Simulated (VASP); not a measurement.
# CaSe (I-4m2) in VASP: notebook, part 2 of 2

VASP 6.6.1.

### 5 Single point, PBEsol (strain +0.0750 x Voigt [0, 0, 1, 0, 0, 0], atoms carried along)

Input file INCAR:

```
ALGO = Fast ; EDIFF = 1E-6
ENCUT = 520 ; GGA = PS
ISIF = 2 ; ISMEAR = 0
LASPH = T ; LCHARG = T
LELF = T ; LREAL = F
LVHAR = T ; LWAVE = F
NBANDS = 15 ; NELM = 100
PREC = Accurate ; SIGMA = 0.05
```

Input file KPOINTS:

```
k-points
0
Gamma
  6 6 6
```

Input file POSCAR:

```
CaSe
1.0
    0.0000000000      3.3000000000      3.5475000000
    3.3000000000      0.0000000000      3.5475000000
    3.3000000000      3.3000000000      0.0000000000
Ca Se
1 1
Direct
    0.0000000000      0.0000000000      0.0000000000
    0.7500000000      0.7500000000      0.7500000000
```

Potentials or basis: VASP PAW PBE potentials, release 64 (Ca_sv, Se).

Command:

```bash
$ cat potpaw_PBE.64/Ca_sv/POTCAR potpaw_PBE.64/Se/POTCAR > POTCAR
$ mpirun -np 1 vasp_std > vasp.out
```

OUTCAR:

```text
EDIFF = 1E-6
   ENCUT = 520
   GGA = PS
   ISIF = 2
   ISMEAR = 0
   LASPH = T
   LREAL = F
   NELM = 100
   PREC = Accurate

 ion  position               nearest neighbor table
   1  0.000  0.000  0.000-   2 2.93   2 2.93   2 2.93   2 2.93
   2  0.750  0.750  0.750-   1 2.93   1 2.93   1 2.93   1 2.93

  LATTYP: Found a body centered tetragonal cell.
 ALAT       =     4.6669047558
 C/A-ratio  =     1.5202795796

  Lattice vectors:

 A1 = (  -3.3000000000,   0.0000000000,   3.5475000000)
 A2 = (   3.3000000000,   0.0000000000,   3.5475000000)
 A3 = (   0.0000000000,   3.3000000000,  -3.5475000000)

Analysis of symmetry for initial positions (statically):
=====================================================================
 Subroutine PRICEL returns:
 Original cell was already a primitive cell.

 Routine SETGRP: Setting up the symmetry group for a
 body centered tetragonal supercell.

 Subroutine GETGRP returns: Found  8 space group operations
 (whereof  8 operations were pure point group operations)
 out of a pool of 16 trial point group operations.

The static configuration has the point symmetry D_2d.

Analysis of symmetry for dynamics (positions and initial velocities):
=====================================================================
 Subroutine PRICEL returns:
 Original cell was already a primitive cell.

 Routine SETGRP: Setting up the symmetry group for a
 body centered tetragonal supercell.

 Subroutine GETGRP returns: Found  8 space group operations
 (whereof  8 operations were pure point group operations)
 out of a pool of 16 trial point group operations.

The dynamic configuration has the point symmetry D_2d.

 Subroutine INISYM returns: Found  8 space group operations
 (whereof  8 operations are pure point group operations),
 and found     1 'primitive' translations

----------------------------------------------------------------------------------------

                                     Primitive cell

  volume of cell :      77.2645

  direct lattice vectors                    reciprocal lattice vectors
     0.000000000  3.300000000  3.547500000    -0.151515152  0.151515152  0.140944327
     3.300000000  0.000000000  3.547500000     0.151515152 -0.151515152  0.140944327
     3.300000000  3.300000000  0.000000000     0.151515152  0.151515152 -0.140944327

  length of vectors
     4.845075464  4.845075464  4.666904756     0.256474142  0.256474142  0.256474142

  position of ions in fractional coordinates (direct lattice)
     0.000000000  0.000000000  0.000000000
     0.750000000  0.750000000  0.750000000

  ion indices of the primitive-cell ions
   primitive index   ion index
                 1           1
                 2           2

----------------------------------------------------------------------------------------

 KPOINTS: k-points

Automatic generation of k-mesh.
 Grid dimensions read from file:
 generate k-points for:    6    6    6

 Generating k-lattice:

  Cartesian coordinates                     Fractional coordinates (reciprocal lattice)
    -0.025252525  0.025252525  0.023490721     0.166666667  0.000000000  0.000000000
[... 42 lines left out ...]
   number of dos      NEDOS =    301   number of ions     NIONS =      2
   total plane-waves  NPLWV =  46656
   dimension x,y,z NGX =    36 NGY =   36 NGZ =   36
   dimension x,y,z NGXF=    72 NGYF=   72 NGZF=   72
   ions per type =               1   1
   NGX,Y,Z   is equivalent  to a cutoff of  12.35, 12.35, 12.82 a.u.
   NGXF,Y,Z  is equivalent  to a cutoff of  24.70, 24.70, 25.65 a.u.
 SYSTEM =  unknown system
   PREC   = accura    normal or accurate (medium, high low for compatibility)
   ISTART =      0    job   : 0-new  1-cont  2-samecut
   ICHARG =      2    charge: 1-file 2-atom 10-const
   ISPIN  =      1    spin polarized calculation?
   LNONCOLLINEAR =      F non collinear calculations
   LSORBIT =      F    spin-orbit coupling
   LASPH  =      T    aspherical Exc in radial PAW
   ENCUT  =  520.0 eV  38.22 Ry    6.18 a.u.   9.01  9.01  8.68*2*pi/ulx,y,z
   NELM   =    100;   NELMIN=  2; NELMDL= -5     # of ELM steps
   EDIFF  = 0.1E-05   stopping-criterion for ELM
   LREAL  =      F    real-space projection
   EDIFFG = 0.1E-04   stopping-criterion for IOM
   NSW    =      0    number of steps for IOM
   IBRION =     -1    ionic relax: 0-MD 1-quasi-New 2-CG
   NFREE  =      0    steps in history (QN), initial steepest desc. (CG)
   ISIF   =      2    stress and relaxation
   ISYM   =      2    0-nonsym 1-usesym 2-fastsym
   POTIM  = 0.5000    time-step for ionic-motion
   TEBEG  =    0.0;   TEEND  =   0.0 temperature during run
   PSTRESS=    0.0 pullay stress
   NELECT =      16.0000    total number of electrons
   NUPDOWN=      -1.0000    fix difference up-down
   EMIN   =  10.00;   EMAX   =-10.00  energy-range for DOS
   EFERMI =   0.00;   METHOD = LEGACY
   ISMEAR =     0;   SIGMA  =   0.05  broadening in eV -4-tet -1-fermi 0-gaus
   EFERMI_NEDOS =   21; number of points for ismear=-14 and -15
   IALGO  =     68    algorithm
   IMIX   =      4    mixing-type and parameters
     AMIX     =   0.40;   BMIX     =  1.00
     AMIX_MAG =   1.60;   BMIX_MAG =  1.00
  volume/ion in A,a.u.               =      38.63       260.70
  Fermi-wavevector in a.u.,A,eV,Ry     =   0.968549  1.830291 12.763439  0.938086
  Thomas-Fermi vector in A             =   2.098527
   LORBIT       =      0    0 simple, 1 ext, 2 COOP (PROOUT), +10 PAW based schemes
   GGA     = PS    functional components
   LHFCALC =     F    Hartree Fock is set to
   AEXX    =    0.0000 exact exchange contribution
   IVDW    =     0    specifies the selected vdW correction
   LEPSILON=     F    determine dielectric tensor
   LRPA    =     F    only Hartree local field effects (RPA)
 non-spin polarized calculation
 RMM-DIIS sequential band-by-band and
 Gauss-broadening in eV      SIGMA  =   0.05
  energy-cutoff  :      520.00
  volume of cell :       77.26
 maximum number of plane-waves:      2113
   NGX = 19   NGY = 19   NGZ = 17

 number of electron      16.0000000 magnetization

 Free energy of the ion-electron system (eV)
  ---------------------------------------------------
  ext. energy  EPLUGINS =         0.00000000
  ---------------------------------------------------
  free energy    TOTEN  =        -9.33019877 eV

  energy without entropy =       -9.33019877  energy(sigma->0) =       -9.33019877

 E-fermi :  -0.2684     XC(G=0):  -7.4658

 val. band max:       -0.6303921356   @ k =  -0.3333   0.1667   0.0000
 cond. band min:       2.0417150836   @ k =   0.0000   0.0000   0.0000
 fundamental gap:      2.6721072192
 Fermi energy:        -0.2684355199

 k-point     1 :       0.0000    0.0000    0.0000
  band No.  band energies     occupation
      1     -40.0045      2.00000
      2     -21.0848      2.00000
      3     -21.0848      2.00000
      4     -21.0618      2.00000
      5     -10.9809      2.00000
      6      -0.8629      2.00000
      7      -0.7546      2.00000
      8      -0.7546      2.00000
      9       2.0417      0.00000
     10       4.2317      0.00000
     11       4.5473      0.00000
     12       5.9288      0.00000
     13       6.2340      0.00000
     14       6.2340      0.00000
[... 401 lines left out ...]
      2     -21.1118      2.00000
      3     -21.0958      2.00000
      4     -21.0696      2.00000
      5     -10.7262      2.00000
      6      -1.7186      2.00000
      7      -1.0144      2.00000
      8      -0.8351      2.00000
      9       2.9538      0.00000
     10       4.0626      0.00000
     11       4.7696      0.00000
     12       5.2398      0.00000
     13       5.3936      0.00000
     14       6.3252      0.00000
     15       7.6080      0.00000

 [... further k-points ...]

------------------------ aborting loop because EDIFF is reached ----------------------------------------

  FORCE on cell =-STRESS in cart. coord.  units (eV):
  Direction    XX          YY          ZZ          XY          YZ          ZX
  --------------------------------------------------------------------------------------
  -------------------------------------------------------------------------------------
  Total       -1.4189613     -1.4189613     -1.8412679      0.0000000      0.0000000      0.0000000
  in kB      -29.4239419    -29.4239419    -38.1809984      0.0000000      0.0000000      0.0000000
  external PRESSURE =     -32.3429607 kB  Pullay stress =       0.0000000 kB

 VOLUME and BASIS-vectors are now :
 -----------------------------------------------------------------------------
  energy-cutoff  :      520.00
  volume of cell :       77.26
      direct lattice vectors                 reciprocal lattice vectors
     0.000000000  3.300000000  3.547500000    -0.151515152  0.151515152  0.140944327
     3.300000000  0.000000000  3.547500000     0.151515152 -0.151515152  0.140944327
     3.300000000  3.300000000  0.000000000     0.151515152  0.151515152 -0.140944327

 POSITION                                       TOTAL-FORCE (eV/Angst)
 -----------------------------------------------------------------------------------
      0.00000      0.00000      0.00000        -0.000000     -0.000000      0.000000
      4.95000      4.95000      5.32125         0.000000      0.000000     -0.000000
 -----------------------------------------------------------------------------------
    total drift:                               -0.000000     -0.000000     -0.000000

  FREE ENERGIE OF THE ION-ELECTRON SYSTEM (eV)
  ---------------------------------------------------
  free  energy   TOTEN  =        -9.3301987679 eV

  energy  without entropy=       -9.3301987679  energy(sigma->0) =       -9.33019877
```

OSZICAR:

```text
N       E                     dE             d eps       ncg     rms          rms(c)
DAV:   1     0.105794160630E+03    0.10579E+03   -0.69760E+03   900   0.919E+02
DAV:   2    -0.391173586162E+01   -0.10971E+03   -0.10401E+03  1145   0.226E+02
DAV:   3    -0.942024396234E+01   -0.55085E+01   -0.54583E+01  1283   0.475E+01
DAV:   4    -0.977161039953E+01   -0.35137E+00   -0.35113E+00  1295   0.971E+00
DAV:   5    -0.977447381109E+01   -0.28634E-02   -0.28633E-02  1295   0.108E+00    0.446E+00
RMM:   6    -0.936065367066E+01    0.41382E+00   -0.52265E-01   922   0.279E+00    0.249E+00
RMM:   7    -0.932384656252E+01    0.36807E-01   -0.32608E-01  1097   0.264E+00    0.989E-01
RMM:   8    -0.933082217884E+01   -0.69756E-02   -0.32938E-02  1046   0.146E+00    0.280E-01
RMM:   9    -0.932921836337E+01    0.16038E-02   -0.93085E-03  1307   0.643E-01    0.166E-01
RMM:  10    -0.932994073468E+01   -0.72237E-03   -0.18549E-03  1339   0.266E-01    0.792E-02
RMM:  11    -0.933013473547E+01   -0.19400E-03   -0.14712E-03  1281   0.178E-01    0.294E-02
RMM:  12    -0.933017786596E+01   -0.43130E-04   -0.40950E-04  1441   0.901E-02    0.165E-02
RMM:  13    -0.933019155200E+01   -0.13686E-04   -0.10107E-04  1379   0.458E-02    0.208E-02
RMM:  14    -0.933019638741E+01   -0.48354E-05   -0.31762E-05  1299   0.242E-02    0.838E-03
RMM:  15    -0.933019802141E+01   -0.16340E-05   -0.10123E-05  1186   0.134E-02    0.620E-03
RMM:  16    -0.933019876792E+01   -0.74651E-06   -0.35558E-06  1077   0.109E-02
   1 F= -.93301988E+01 E0= -.93301988E+01  d E =-.269510E-25
```

stdout:

```text
POSCAR found type information on POSCAR CaSe
 POSCAR found :  2 types and       2 ions
 scaLAPACK will be used
 -----------------------------------------------------------------------------
|                                                                             |
|                                                                             |
|     You enforced a specific xc type in the INCAR file but a different       |
|     I HOPE YOU KNOW WHAT YOU ARE DOING!                                     |
|                                                                             |
 -----------------------------------------------------------------------------

 LDA part: xc-table for (Slater+PW92), standard interpolation
 POSCAR, INCAR and KPOINTS ok, starting setup
 FFT: planning ... GRIDC
 FFT: planning ... GRID_SOFT
 FFT: planning ... GRID
 WAVECAR not read
 entering main loop
```

Wall time 27 s (1 thread of Intel Xeon Platinum 8488C (Sapphire Rapids), shared host); peak memory 0.21 GiB.

Results:

* Free energy: -9.3302 eV
* Pressure: -3.2 GPa
* Band gap on the k mesh: 2.67 eV, indirect (least direct gap 2.80 eV)

Caveat: the PAW data sets were made with another functional, which shifts forces and pressure a little.

### 6 The runs side by side

```tsv
cell	gap on the mesh (eV)	pressure (GPa)
strain -0.1125 x Voigt [0, 0, 1, 0, 0, 0], atoms carried along	3.20	2.8
strain -0.1500 x Voigt [0, 0, 1, 0, 0, 0], atoms carried along	3.16	4.6
strain +0.0375 x Voigt [0, 0, 1, 0, 0, 0], atoms carried along	2.84	-2.3
strain +0.0750 x Voigt [0, 0, 1, 0, 0, 0], atoms carried along	2.67	-3.2
```

Alike in all rows: task single point; level PBEsol; potentials or basis VASP PAW PBE potentials, release 64 (Ca_sv, Se); no spin polarisation; k mesh 6 × 6 × 6; cutoff (eV) 520; smearing gaussian 0.05 eV.

Caveats: the PAW data sets were made with another functional, which shifts forces and pressure a little.

Absolute energies hang on the potentials; compare differences alone.
